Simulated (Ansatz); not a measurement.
The guess for B₂AsH₂ was made by a generator: random cell by space group and Wyckoff sites (P6/mmm, No. 191). The dimensions are guesses.

Space group P6/mmm (No. 191). a = 4.370 Å, b = 4.370 Å, c = 3.956 Å, α = 90.00°, β = 90.00°, γ = 120.00°
| atom | site | symmetry | x | y | z |
| --- | --- | --- | --- | --- | --- |
| B | 2d | -6m2 | 0.3333 | 0.6667 | 0.5000 |
| H | 2e | 6mm | 0.0000 | 0.0000 | 0.1418 |
| As | 1b | 6/mmm | 0.0000 | 0.0000 | 0.5000 |

Method: Ansatz, DFT PBE, scalar-relativistic, plane waves, PAW. Cutoff 420 eV, Gaussian smearing, Γ-centred meshes. Cell and atoms relax first on a coarse mesh and then on a finer one. In between, the cell is made exact in the group found at 0.06 Å. In metals the finer mesh still leaves noise of several meV/atom or more. The steps can't lower the symmetry of their start. No spin polarisation.

A guess keeps its type if space group and coordination stay and the shape of the cell changes little (axis ratios within about 15 %, angles within 6°); the volume may change.

**Question.** Will the relaxed cell still be of the starting type?

**Answer.** It doesn't keep its type. The symmetry stays P6/mmm (No. 191). The volume per atom grows by 45.2 %, from 13.1 to 19.0 Å³. The shortest distance goes from 1.12 Å (H–H) to 0.75 Å (H–H). The end holds H–H pairs as short as in free H₂ molecules (shortest 0.75 Å). The ratio c/a of the conventional cell changes by a factor of 2.34. Counting neighbours within 15 % of an atom's shortest distance, the start has As 2, B 12, H 1 and the end As 6, B 6, H 1. In detail, at the end B has 3 B at 2.15 Å and 3 As at 2.15 Å; H is surrounded by 1 H at 0.75 Å; around As lie 6 B at 2.15 Å.

```
B H As
1.0
     3.72694    0.00000    0.00000
    -1.86347    3.22763    0.00000
     0.00000    0.00000    7.89814
B H As
2 2 1
Cartesian
  0.0000 2.1518 3.9491
  1.8635 1.0759 3.9491
  0.0000 0.0000 0.3752
  0.0000 0.0000 7.5229
  0.0000 0.0000 3.9491
```

Formation energies are uncorrected and refer to the elements' standard structures at the same level (H₂ as a molecule).

**Question.** At what energy does it end?

**Answer.** +1.10 eV/atom. The separate elements lie lower, so it is unstable against them.

The last run used a 12×12×6 mesh (in the run's order of axes) for its 5-atom cell and Gaussian smearing of 0.10 eV. No dispersion correction is applied, so the spacing and binding between layers, chains or molecules are poorly described. The cell is a metal run without spin; a magnetic state may lie lower. The reference form of As is held partly by dispersion forces, which this level lacks. With hydrogen, zero-point motion can shift formation energies by some tens of meV/atom. A structure relaxed within its symmetry needn't be a true minimum. Another cell of B2AsH2 relaxed alike, in P-3m1, lies 0.66 eV/atom lower, so this cell isn't the stable form at this level.
